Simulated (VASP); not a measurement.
# CaF2 (Fm-3m) in VASP: notebook

The runs below take CaF2 through relaxation of cell and atoms, with PBE.

Program: VASP 6.6.1. These are calculated values, not measurements. Logs are shortened: lines on timing, memory, paths and dates and some standing lists are left out, and cuts for length are marked.

### 1 The structure

Symmetry: Fm-3m, No. 225, cubic system. Conventional cell: a = 5.516 Å, b = 5.516 Å, c = 5.516 Å, α = 90.00°, β = 90.00°, γ = 90.00°. Ca (site symmetry m-3m) is surrounded by 8 F at 2.39 Å. F (site symmetry -43m) has 4 Ca at 2.39 Å as nearest neighbours.

The cell comes from a database or a generator and needn't be the stable form of this composition.

### 2 Relaxation of cell and atoms, PBE

INCAR reads:

```
SYSTEM = CaF2
  PREC = Accurate
  ENCUT = 600
  EDIFF = 1E-6
  ISMEAR = 0
  SIGMA = 0.02
  LREAL = .FALSE.
  LASPH = .TRUE.
  NELM = 120
  ALGO = Fast
  ISIF = 3
  LWAVE = .FALSE.
  LCHARG = .FALSE.
  GGA = PE
  IBRION = 2
  NSW = 80
  EDIFFG = -0.005
  KPAR = 2
```

KPOINTS reads:

```
regular mesh
0
G
  9 9 9
  0 0 0
```

POSCAR reads:

```
CaF2
1.0
    0.0000000000      2.7580260000      2.7580260000
    2.7580260000      0.0000000000      2.7580260000
    2.7580260000      2.7580260000      0.0000000000
Ca F
1 2
Direct
    0.0000000000      0.0000000000      0.0000000000
    0.7500000000      0.7500000000      0.7500000000
    0.2500000000      0.2500000000      0.2500000000
```

Potentials or basis: VASP PAW PBE potentials, release 64 (Ca_sv, F).

On the command line:

```
$ cat potpaw_PBE.64/Ca_sv/POTCAR potpaw_PBE.64/F/POTCAR > POTCAR
$ mpirun -np 2 vasp_std > vasp.out
```

OUTCAR:

```text
SYSTEM = CaF2
   PREC = Accurate
   ENCUT = 600
   EDIFF = 1E-6
   ISMEAR = 0
   LREAL = .FALSE.
   LASPH = .TRUE.
   NELM = 120
   ISIF = 3
   GGA = PE
   IBRION = 2
   NSW = 80
   EDIFFG = -0.005

 ion  position               nearest neighbor table
   1  0.000  0.000  0.000-   2 2.39   2 2.39   2 2.39   2 2.39   3 2.39   3 2.39   3 2.39   3 2.39

   2  0.750  0.750  0.750-   1 2.39   1 2.39   1 2.39   1 2.39
   3  0.250  0.250  0.250-   1 2.39   1 2.39   1 2.39   1 2.39

  LATTYP: Found a face centered cubic cell.
 ALAT       =     5.5160520000

  Lattice vectors:

 A1 = (   0.0000000000,   2.7580260000,   2.7580260000)
 A2 = (   2.7580260000,   0.0000000000,   2.7580260000)
 A3 = (   2.7580260000,   2.7580260000,   0.0000000000)

Analysis of symmetry for initial positions (statically):
=====================================================================
 Subroutine PRICEL returns:
 Original cell was already a primitive cell.

 Routine SETGRP: Setting up the symmetry group for a
 face centered cubic supercell.

 Subroutine GETGRP returns: Found 48 space group operations
 (whereof 48 operations were pure point group operations)
 out of a pool of 48 trial point group operations.

The static configuration has the point symmetry O_h .

Analysis of symmetry for dynamics (positions and initial velocities):
=====================================================================
 Subroutine PRICEL returns:
 Original cell was already a primitive cell.

 Routine SETGRP: Setting up the symmetry group for a
 face centered cubic supercell.

 Subroutine GETGRP returns: Found 48 space group operations
 (whereof 48 operations were pure point group operations)
 out of a pool of 48 trial point group operations.

The dynamic configuration has the point symmetry O_h .

 Subroutine INISYM returns: Found 48 space group operations
 (whereof 48 operations are pure point group operations),
 and found     1 'primitive' translations

----------------------------------------------------------------------------------------

                                     Primitive cell

  volume of cell :      41.9590

  direct lattice vectors                    reciprocal lattice vectors
     0.000000000  2.758026000  2.758026000    -0.181289081  0.181289081  0.181289081
     2.758026000  0.000000000  2.758026000     0.181289081 -0.181289081  0.181289081
     2.758026000  2.758026000  0.000000000     0.181289081  0.181289081 -0.181289081

  length of vectors
     3.900437775  3.900437775  3.900437775     0.314001900  0.314001900  0.314001900

  position of ions in fractional coordinates (direct lattice)
     0.000000000  0.000000000  0.000000000
     0.750000000  0.750000000  0.750000000
     0.250000000  0.250000000  0.250000000

  ion indices of the primitive-cell ions
   primitive index   ion index
                 1           1
                 2           2
                 3           3

----------------------------------------------------------------------------------------

 KPOINTS: regular mesh

Automatic generation of k-mesh.
 Grid dimensions read from file:
 generate k-points for:    9    9    9

 Generating k-lattice:

  Cartesian coordinates                     Fractional coordinates (reciprocal lattice)
    -0.020143231  0.020143231  0.020143231     0.111111111  0.000000000  0.000000000
     0.020143231 -0.020143231  0.020143231     0.000000000  0.111111111  0.000000000
     0.020143231  0.020143231 -0.020143231     0.000000000  0.000000000  0.111111111
[... 56 lines left out ...]
   NELM   =    120;   NELMIN=  2; NELMDL= -5     # of ELM steps
   EDIFF  = 0.1E-05   stopping-criterion for ELM
   LREAL  =      F    real-space projection
   EDIFFG = -.5E-02   stopping-criterion for IOM
   NSW    =     80    number of steps for IOM
   IBRION =      2    ionic relax: 0-MD 1-quasi-New 2-CG
   NFREE  =      1    steps in history (QN), initial steepest desc. (CG)
   ISIF   =      3    stress and relaxation
   ISYM   =      2    0-nonsym 1-usesym 2-fastsym
   POTIM  = 0.5000    time-step for ionic-motion
   TEBEG  =    0.0;   TEEND  =   0.0 temperature during run
   PSTRESS=    0.0 pullay stress
   NELECT =      24.0000    total number of electrons
   NUPDOWN=      -1.0000    fix difference up-down
   EMIN   =  10.00;   EMAX   =-10.00  energy-range for DOS
   EFERMI =   0.00;   METHOD = LEGACY
   ISMEAR =     0;   SIGMA  =   0.02  broadening in eV -4-tet -1-fermi 0-gaus
   EFERMI_NEDOS =   21; number of points for ismear=-14 and -15
   IALGO  =     68    algorithm
   IMIX   =      4    mixing-type and parameters
     AMIX     =   0.40;   BMIX     =  1.00
     AMIX_MAG =   1.60;   BMIX_MAG =  1.00
  volume/ion in A,a.u.               =      13.99        94.38
  Fermi-wavevector in a.u.,A,eV,Ry     =   1.358950  2.568044 25.126502  1.846746
  Thomas-Fermi vector in A             =   2.485740
   LORBIT       =      0    0 simple, 1 ext, 2 COOP (PROOUT), +10 PAW based schemes
   GGA     = PE    functional components
   LHFCALC =     F    Hartree Fock is set to
   AEXX    =    0.0000 exact exchange contribution
   IVDW    =     0    specifies the selected vdW correction
   LEPSILON=     F    determine dielectric tensor
   LRPA    =     F    only Hartree local field effects (RPA)
 conjugate gradient relaxation of ions
 non-spin polarized calculation
 RMM-DIIS sequential band-by-band and
 Gauss-broadening in eV      SIGMA  =   0.02
  energy-cutoff  :      600.00
  volume of cell :       41.96
 maximum number of plane-waves:      1420
   NGX = 15   NGY = 15   NGZ = 15

--------------------------------------- Ionic step        1  -------------------------------------------

 number of electron      24.0000004 magnetization

 Free energy of the ion-electron system (eV)
  ---------------------------------------------------
  ext. energy  EPLUGINS =         0.00000000
  ---------------------------------------------------
  free energy    TOTEN  =       -17.34507513 eV

  energy without entropy =      -17.34507513  energy(sigma->0) =      -17.34507513

------------------------ aborting loop because EDIFF is reached ----------------------------------------

  FORCE on cell =-STRESS in cart. coord.  units (eV):
  Direction    XX          YY          ZZ          XY          YZ          ZX
  --------------------------------------------------------------------------------------
  -------------------------------------------------------------------------------------
  Total       -0.0344305     -0.0344305     -0.0344305      0.0000000     -0.0000000      0.0000000
  in kB       -1.3147074     -1.3147074     -1.3147074      0.0000000     -0.0000000      0.0000000
  external PRESSURE =      -1.3147074 kB  Pullay stress =       0.0000000 kB

 VOLUME and BASIS-vectors are now :
 -----------------------------------------------------------------------------
  energy-cutoff  :      600.00
  volume of cell :       41.96
      direct lattice vectors                 reciprocal lattice vectors
     0.000000000  2.758026000  2.758026000    -0.181289081  0.181289081  0.181289081
     2.758026000  0.000000000  2.758026000     0.181289081 -0.181289081  0.181289081
     2.758026000  2.758026000  0.000000000     0.181289081  0.181289081 -0.181289081

 POSITION                                       TOTAL-FORCE (eV/Angst)
 -----------------------------------------------------------------------------------
      0.00000      0.00000      0.00000         0.000000     -0.000000      0.000000
      4.13704      4.13704      4.13704         0.000000      0.000000     -0.000000
      1.37901      1.37901      1.37901        -0.000000     -0.000000      0.000000
 -----------------------------------------------------------------------------------
    total drift:                                0.000000     -0.000000      0.000000

  FREE ENERGIE OF THE ION-ELECTRON SYSTEM (eV)
  ---------------------------------------------------
  free  energy   TOTEN  =       -17.3450751271 eV

  energy  without entropy=      -17.3450751271  energy(sigma->0) =      -17.34507513

--------------------------------------- Ionic step        2  -------------------------------------------

 number of electron      24.0000003 magnetization

 Free energy of the ion-electron system (eV)
  ---------------------------------------------------
  ext. energy  EPLUGINS =         0.00000000
  ---------------------------------------------------
  free energy    TOTEN  =       -17.34509739 eV

  energy without entropy =      -17.34509739  energy(sigma->0) =      -17.34509739

 E-fermi :  -1.0245     XC(G=0):  -9.4936

 val. band max:       -1.1343402786   @ k =  -0.4444   0.4444   0.0000
 cond. band min:       5.9996515915   @ k =   0.0000   0.0000   0.0000
 fundamental gap:      7.1339918701
 Fermi energy:        -1.0245467536

 k-point     1 :       0.0000    0.0000    0.0000
  band No.  band energies     occupation
      1     -37.2773      2.00000
      2     -20.9841      2.00000
      3     -20.2545      2.00000
      4     -18.2164      2.00000
      5     -18.2164      2.00000
      6     -18.2164      2.00000
[... 433 lines left out ...]
      3     -20.5277      2.00000
      4     -18.3055      2.00000
      5     -18.3055      2.00000
      6     -17.6051      2.00000
[... 8 lines left out ...]
     15       8.7825      0.00000
     16       9.5694      0.00000

 [... further k-points ...]
[... 5 lines left out ...]
  --------------------------------------------------------------------------------------
  -------------------------------------------------------------------------------------
  Total        0.0032205      0.0032205      0.0032205      0.0000000     -0.0000000      0.0000000
  in kB        0.1231773      0.1231773      0.1231773      0.0000000     -0.0000000      0.0000000
  external PRESSURE =       0.1231773 kB  Pullay stress =       0.0000000 kB

 VOLUME and BASIS-vectors are now :
 -----------------------------------------------------------------------------
  energy-cutoff  :      600.00
  volume of cell :       41.89
      direct lattice vectors                 reciprocal lattice vectors
    -0.000000000  2.756498955  2.756498955    -0.181389512  0.181389512  0.181389512
     2.756498955 -0.000000000  2.756498955     0.181389512 -0.181389512  0.181389512
     2.756498955  2.756498955  0.000000000     0.181389512  0.181389512 -0.181389512

 POSITION                                       TOTAL-FORCE (eV/Angst)
 -----------------------------------------------------------------------------------
      2.75650      5.51300      2.75650         0.000000     -0.000000     -0.000000
      4.13475      4.13475      4.13475        -0.000000     -0.000000     -0.000000
      1.37825      1.37825      1.37825         0.000000      0.000000      0.000000
 -----------------------------------------------------------------------------------
    total drift:                               -0.000000     -0.000000      0.000000

  FREE ENERGIE OF THE ION-ELECTRON SYSTEM (eV)
  ---------------------------------------------------
  free  energy   TOTEN  =       -17.3450973912 eV

  energy  without entropy=      -17.3450973912  energy(sigma->0) =      -17.34509739

 reached required accuracy - stopping structural energy minimisation
```

It took 23 s on 2 MPI ranks of Intel Xeon Platinum 8375C at 2.90GHz (Ice Lake), shared host; peak memory 0.19 GiB.

What came out:

```
Free energy                            : -17.3451 eV
Relaxed volume                         : 13.96 Å³/atom
Relaxed cell                           : a = 3.898 Å, b = 3.898 Å, c = 3.898 Å, α = 60.00°, β = 60.00°, γ = 60.00°
Space group after relaxing (to 0.05 Å) : Fm-3m (No. 225)
Energy gained by relaxing              : 0.0 meV/atom
Ionic steps                            : 2
Pressure after relaxing                : 0.0 GPa
Band gap on the k mesh                 : 7.13 eV, indirect (least direct gap 7.37 eV)
```

Final structure:
```cif
data_structure
_symmetry_space_group_name_H-M 'P 1'
_symmetry_Int_Tables_number 1
_cell_length_a 3.8983
_cell_length_b 3.8983
_cell_length_c 3.8983
_cell_angle_alpha 60.000
_cell_angle_beta 60.000
_cell_angle_gamma 60.000
_cell_volume 41.89
loop_
_atom_site_label
_atom_site_type_symbol
_atom_site_fract_x
_atom_site_fract_y
_atom_site_fract_z
_atom_site_occupancy
Ca1 Ca 0.00000 0.00000 0.00000 1
F1 F 0.75000 0.75000 0.75000 1
F2 F 0.25000 0.25000 0.25000 1
```

Caveat: an odd mesh through Γ misses points on the zone boundary, where band edges often lie.

### 3 Relaxation of cell and atoms, PBE

INCAR is that of step 2.

KPOINTS is that of step 2.

POSCAR reads:

```
CaF2                                    
1.0
   -0.0000000000      2.7564989548      2.7564989548
    2.7564989548     -0.0000000000      2.7564989548
    2.7564989548      2.7564989548      0.0000000000
  Ca              F             
     1     2
Direct
     1.0000000000000000    0.0000000000000000    1.0000000000000000
     0.7500000000000000    0.7500000000000000    0.7500000000000000
     0.2500000000000000    0.2500000000000000    0.2500000000000000
```

Potentials or basis: VASP PAW PBE potentials, release 64 (Ca_sv, F).

On the command line:

```
$ cat potpaw_PBE.64/Ca_sv/POTCAR potpaw_PBE.64/F/POTCAR > POTCAR
$ mpirun -np 2 vasp_std > vasp.out
```

Run time: 17 s. Hardware: 2 MPI ranks of Intel Xeon Platinum 8375C at 2.90GHz (Ice Lake), shared host; peak memory 0.18 GiB.

It converged, with:

```yaml
Free_energy: -17.3449 eV
Pressure_after_relaxing: 0.0 GPa
Band_gap_on_the_k_mesh: 7.14 eV, indirect (least direct gap 7.37 eV)
```

Final structure:
```
CELL_PARAMETERS angstrom
0.00000 2.75650 2.75650
2.75650 0.00000 2.75650
2.75650 2.75650 0.00000
ATOMIC_POSITIONS crystal
Ca 0.00000 0.00000 0.00000
F 0.75000 0.75000 0.75000
F 0.25000 0.25000 0.25000
```

Levels at points of the mesh, in eV from the valence-band top:
| k point | band 9 | band 10 | band 11 | band 12 | band 13 | band 14 | band 15 | band 16 |
| --- | --- | --- | --- | --- | --- | --- | --- | --- |
| (0.00, 0.00, 0.00) | -2.01 | -0.23 | -0.23 | -0.23 | 7.14 | 9.07 | 9.07 | 11.03 |

Caveat: the relaxation stopped at its first step, so nothing moved; an odd mesh through Γ misses points on the zone boundary, where band edges often lie. PBE gaps usually lie below the measured ones, often by a third to a half.
